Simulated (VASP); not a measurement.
Calculation: PBE0 hybrid, VASP's PBE PAW potentials (set 64) (plane waves; VASP).

A VASP calculation is set up with these files.

INCAR:
```
SYSTEM = ZnTe
PREC = Accurate
ENCUT = 520
EDIFF = 1E-6
NELM = 60
ALGO = Normal
LREAL = .FALSE.
LASPH = .TRUE.
ISMEAR = 0
SIGMA = 0.05
GGA = PE
AEXX = 0.25
HFRCUT = -1
LHFCALC = .TRUE.
PRECFOCK = Fast
ISYM = 3
LMAXMIX = 4
LWAVE = .FALSE.
LCHARG = .FALSE.
ISIF = 2
```

POSCAR:
```
ZnTe
1
    0.0000000000     3.0606921150     3.0606921150
    3.0606921150     0.0000000000     3.0606921150
    3.0606921150     3.0606921150     0.0000000000
Zn Te
1 1
Direct
  0.0000000000   0.0000000000   0.0000000000
  0.2500000000   0.2500000000   0.2500000000
```

### KPOINTS
```
Automatic mesh
0
Gamma
6 6 6
0 0 0
```

POTCAR, in this order: Zn Te (PBE.64 set). Program: vasp_std. Read from the step before: WAVECAR.

What VASP printed:

File OUTCAR:
```
 ion  position               nearest neighbor table
   1  0.000  0.000  0.000-   2 2.65   2 2.65   2 2.65   2 2.65
   2  0.250  0.250  0.250-   1 2.65   1 2.65   1 2.65   1 2.65
  LATTYP: Found a face centered cubic cell.
 ALAT       =     6.1213842300
 Subroutine PRICEL returns:
 Original cell was already a primitive cell.
 Subroutine GETGRP returns: Found 24 space group operations
The static configuration has the point symmetry T_d .
The dynamic configuration has the point symmetry T_d .
 Subroutine INISYM returns: Found 24 space group operations
 Subroutine IBZKPT returns following result:
 Found     16 irreducible k-points:

 Following reciprocal coordinates:
            Coordinates               Weight
  0.000000  0.000000  0.000000      1.000000
  0.166667  0.000000  0.000000      8.000000
  0.333333  0.000000  0.000000      8.000000
  0.500000  0.000000  0.000000      4.000000
  0.166667  0.166667  0.000000      6.000000
  0.333333  0.166667  0.000000     24.000000
  0.500000  0.166667  0.000000     24.000000
 -0.333333  0.166667  0.000000     24.000000
 -0.166667  0.166667  0.000000     12.000000
...
```

**OSZICAR**
```
       N       E                     dE             d eps       ncg     rms          rms(c)
DAV:   1    -0.697721145649E+01   -0.69772E+01   -0.15164E+00   624   0.241E+01    0.986E+00
DAV:   2    -0.696947599868E+01    0.77355E-02   -0.17190E-01   471   0.852E+00    0.652E+00
DAV:   3    -0.697024752397E+01   -0.77153E-03   -0.21927E-02   516   0.243E+00    0.404E+00
DAV:   4    -0.696997230796E+01    0.27522E-03   -0.13850E-03   456   0.514E-01    0.239E+00
DAV:   5    -0.696984055776E+01    0.13175E-03   -0.32468E-04   523   0.211E-01    0.144E+00
DAV:   6    -0.696983262262E+01    0.79351E-05   -0.92967E-05   481   0.795E-02    0.866E-01
DAV:   7    -0.696983049770E+01    0.21249E-05   -0.94442E-06   466   0.365E-02    0.525E-01
DAV:   8    -0.696982971140E+01    0.78630E-06   -0.13308E-06   326   0.135E-02
   1 F= -.69698297E+01 E0= -.69698297E+01  d E =-.738654E-12
```

**OUTCAR**
```
------------------------ aborting loop because EDIFF is reached ----------------------------------------
  FORCE on cell =-STRESS in cart. coord.  units (eV):
  Direction    XX          YY          ZZ          XY          YZ          ZX
  --------------------------------------------------------------------------------------
  Total        0.0753318      0.0753318      0.0753318      0.0000000      0.0000000     -0.0000000
  in kB        2.1047479      2.1047479      2.1047479      0.0000000      0.0000000     -0.0000000
  external PRESSURE =       2.1047479 kB  Pullay stress =       0.0000000 kB
  volume of cell :       57.34
      direct lattice vectors                 reciprocal lattice vectors
     0.000000000  3.060692115  3.060692115    -0.163361743  0.163361743  0.163361743
     3.060692115  0.000000000  3.060692115     0.163361743 -0.163361743  0.163361743
     3.060692115  3.060692115  0.000000000     0.163361743  0.163361743 -0.163361743
 POSITION                                       TOTAL-FORCE (eV/Angst)
 -----------------------------------------------------------------------------------
      0.00000      0.00000      0.00000        -0.000000     -0.000000      0.000000
      1.53035      1.53035      1.53035         0.000000      0.000000     -0.000000
 -----------------------------------------------------------------------------------
    total drift:                                0.000130      0.000078      0.000066
  FREE ENERGIE OF THE ION-ELECTRON SYSTEM (eV)
  ---------------------------------------------------
  free  energy   TOTEN  =        -6.9698297114 eV

  energy  without entropy=       -6.9698297114  energy(sigma->0) =       -6.96982971

  exchange ACFDT corr.  =         0.00000000  see jH, gK, PRB 81, 115126
```
(Selected blocks of OUTCAR.)

### OUTCAR
```
 val. band max:        2.2500682715   @ k =   0.0000   0.0000   0.0000

 cond. band min:       4.9557494510   @ k =   0.0000   0.0000   0.0000


 Fermi energy:         2.4741724430

 k-point     1 :       0.0000    0.0000    0.0000
  band No.  band energies     occupation
      1     -10.5666      2.00000
      2      -6.5081      2.00000
      3      -6.5081      2.00000
      4      -6.5081      2.00000
      5      -6.3026      2.00000
      6      -6.3026      2.00000
      7       2.2501      2.00000
      8       2.2501      2.00000
      9       2.2501      2.00000
     10       4.9557      0.00000
     11       8.2458      0.00000
     12       8.2458      0.00000
     13       8.2458      0.00000

 k-point     2 :       0.1667    0.0000    0.0000
  band No.  band energies     occupation
      1     -10.3673      2.00000
      2      -6.4939      2.00000
      3      -6.4939      2.00000
      4      -6.4715      2.00000
      5      -6.3042      2.00000
      6      -6.3042      2.00000
      7       0.2113      2.00000
      8       1.9618      2.00000
      9       1.9618      2.00000
     10       5.9262      0.00000
     11       8.6794      0.00000
     12       8.6794      0.00000
     13       8.7003      0.00000

 k-point     3 :       0.3333    0.0000    0.0000
  band No.  band energies     occupation
      1      -9.9168      2.00000
      2      -6.4690      2.00000
      3      -6.4690      2.00000
      4      -6.3063      2.00000
      5      -6.3029      2.00000
      6      -6.3029      2.00000
      7      -2.2055      2.00000
      8       1.4928      2.00000
      9       1.4928      2.00000
     10       5.6993      0.00000
     11       8.9836      0.00000
     12       8.9836      0.00000
     13      10.9869      0.00000

 k-point     4 :       0.5000    0.0000    0.0000
  band No.  band energies     occupation
      1      -9.6525      2.00000
      2      -6.4592      2.00000
      3      -6.4592      2.00000
...
```

Unless said otherwise, spin-orbit coupling is left out, though it shifts the bands of the heavy elements here.

The compound is ZnTe in the zinc blende structure. This cell is one point of a volume scan, at 0.97 of the reference volume. The cell's shape comes from a PBE relaxation.
